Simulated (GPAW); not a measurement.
Runs of GPAW 26.7.0 on CaSe. The structure is cubic, space group Fm-3m (No. 225). Conventional cell: a = 5.912 Å, b = 5.912 Å, c = 5.912 Å, α = 90.00°, β = 90.00°, γ = 90.00°. Around Se (site symmetry m-3m) lie 6 Ca at 2.96 Å. Ca (site symmetry m-3m) has 6 Se at 2.96 Å as nearest neighbours. 

| task | level | k mesh | smearing | maxiter | exx fraction | response ecut | response k mesh | response bands | mesh quality | gap on the mesh (eV) |
| --- | --- | --- | --- | --- | --- | --- | --- | --- | --- | --- |
| hybrid scf | SCAN0 | 4 × 4 × 4 | fermi-dirac 0.001 eV | 40 | 0.25 | - | - | - | coarse | 4.02 |
| dielectric tensor | PBE | 6 × 6 × 6 | fermi-dirac 0.001 eV | 150 | - | 80 eV | 20 × 20 × 20 | 24 | not flagged | 2.04 |
| single point | PBE | 6 × 6 × 6 | fermi-dirac 0.05 eV | 80 | - | - | - | - | not flagged | 2.04 |
| hybrid scf | PBE-EpsX | 4 × 4 × 4 | fermi-dirac 0.001 eV | 40 | 0.195 | - | - | - | coarse | (a) |
| one-shot levels on a semilocal density | r2SCAN | 5 × 5 × 5 | fermi-dirac 0.001 eV | 150 | - | - | - | - | coarse | 2.63 |

Alike in all rows: potentials or basis GPAW PAW data sets (gpaw-data 1.2.1), pw; no spin polarisation; cell as given; cutoff (eV) 450.

Fill in the values left out.

(a) 3.34.

Caveats: some runs use coarse meshes; exact exchange converges slowly with the k mesh, and this mesh is small (some runs); the scaled meta-GGA exchange is a class typed in the script (some runs); the long-wavelength limit can be off by a per cent or two (some runs); energy and the plain gap are those of the semilocal run (some runs); the hybrids' values are one shot on its orbitals and mesh (some runs).

A k mesh can miss the band edges, and the runs leave out spin-orbit coupling on Se.
